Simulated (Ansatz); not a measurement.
Input of an Ansatz 0.2.0 run:

Contents of input.yaml:

```yaml
crystal:
  lattice:
    - [2.95, 0.0, 0.0]
    - [-1.475, 2.5547749412, 0.0]
    - [0.0, 0.0, 4.68]
  atoms:
    - { symbol: Ti, position: [0.6666666667, 0.3333333333, 0.75] }
    - { symbol: Ti, position: [0.3333333333, 0.6666666667, 0.25] }
hamiltonian:
  xc: pbe
  pseudopotentials: { kind: paw }
  dispersion: d4
kpoints:
  mp_grid: { grid: [10, 10, 6] }
scf:
  occupations: { method: fermi_dirac, width: 0.05 }
output:
  forces: true
  stress: true
  eigenvalues: true
  write_density: true
  write_potential: true
  elf: true
  volumetric_format: npy
relax:
  f_tol: 0.01
  max_steps: 40
  cell: { stress_tol: 0.05 }
```

Potentials or basis: Ansatz PAW.

Launch:

```console
$ ansatz run input.yaml --threads 2 --pin off --max-ram 5632MiB --backend cpu --events-out ev --progress --plain --runs-dir out
```

Problem. What does it give for the relaxed cell?

Solution. a = 2.924 Å, b = 2.924 Å, c = 4.620 Å, α = 90.00°, β = 90.00°, γ = 120.00°.

Problem. Predict the space group after relaxing (to 0.05 Å).

Solution. P6_3/mmc (No. 194).

Problem. Estimate the band gap on the k mesh.

Solution. None (metal or under the smearing width).

Final structure:
```cif
data_structure
_symmetry_space_group_name_H-M 'P 1'
_symmetry_Int_Tables_number 1
_cell_length_a 2.9245
_cell_length_b 2.9245
_cell_length_c 4.6202
_cell_angle_alpha 90.000
_cell_angle_beta 90.000
_cell_angle_gamma 120.000
_cell_volume 34.22
loop_
_atom_site_label
_atom_site_type_symbol
_atom_site_fract_x
_atom_site_fract_y
_atom_site_fract_z
_atom_site_occupancy
Ti1 Ti 0.66667 0.33333 0.75000 1
Ti2 Ti 0.33333 0.66667 0.25000 1
```
